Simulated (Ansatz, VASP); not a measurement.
Cu in VASP and in Ansatz

```
Cu
1.0
     0.00000    1.78844    1.78844
     1.78844    0.00000    1.78844
     1.78844    1.78844    0.00000
Cu
1
Cartesian
  0.0000 0.0000 0.0000
```

Alike in both runs: functional r2SCAN; k mesh 20 × 20 × 20; occupations gaussian, width 0.1 eV; no spin polarisation.

Ansatz relaxed the structure, and its values are those at the end. VASP's run is a single point on that final structure, the one shown.

|  | VASP | Ansatz |
| --- | --- | --- |
| version | VASP 6.6.1 | Ansatz 0.2.0 |
| potentials or method | VASP PAW PBE potentials, release 64 (Cu) | scalar-relativistic, plane waves, PAW |
| plane-wave cutoff (eV) | 520 | 500 |
| valence electrons in the cell | 11 | 19 |

Ansatz gave:

- gap on the k mesh at the Fermi level (eV): none
- pressure (GPa): 0.0

**Question.** Which values does VASP return?

**Answer.** gap on the k mesh at the Fermi level (eV): none; pressure (GPa): 0.5.

A gap of «none» marks a metal or a gap that the smearing closes. The two sets of potentials don't hold the same shells in valence.

Caveats: the PAW data sets were made with another functional, which shifts forces and pressure a little (VASP).
